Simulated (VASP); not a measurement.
Write the native input for VASP 6.6.1 that does the following.

```yaml
Task: single point
Functional: LDA
Potentials_or_basis: VASP PAW LDA potentials, release 64 (Os)
Cutoff: 520 eV
k_mesh: 12 × 12 × 12
Occupations: tetrahedron
Spin: no spin polarisation
Dipole_correction: no
Further_INCAR_settings: ALGO = Normal; EDIFF = 1e-07; NBANDS = 10
```

The structure of Os lies in POSCAR:

```
Os
1.0
    0.0000000000      1.9450000000      1.9450000000
    1.9450000000      0.0000000000      1.9450000000
    1.9450000000      1.9450000000      0.0000000000
Os
1
Direct
    0.0000000000      0.0000000000      0.0000000000
```

This isn't the form of Os at room conditions, which is hcp.

These files were run (other wordings do the same):

INCAR

```
ALGO = Normal ; EDIFF = 1E-7
ENCUT = 520 ; GGA = CA
ISIF = 2 ; ISMEAR = -5
LASPH = T ; LCHARG = F
LREAL = F ; LWAVE = F
NBANDS = 10 ; NELM = 100
PREC = Accurate ; SIGMA = 0.05
```

KPOINTS

```
k-points
0
Gamma
  12 12 12
```

Potentials or basis: VASP PAW LDA potentials, release 64 (Os).

Run with:

```sh
$ cat potpaw_LDA.64/Os/POTCAR > POTCAR
$ mpirun -np 1 vasp_std > vasp.out
```

It gave:

| Property | Result |
| --- | --- |
| Pressure | -25.2 GPa |
| Band gap on the k mesh | none (metal or under the smearing width) |

Caveat: so large a pressure means that the cell lies far from this level's equilibrium, or that cutoff or potentials fall short; tetrahedron occupations give inexact forces and stress in metals.

It used 5 s of CPU time on 1 thread of Intel(R) Xeon(R) Platinum 8488C (Sapphire Rapids), on a shared host, which was overloaded at the time.
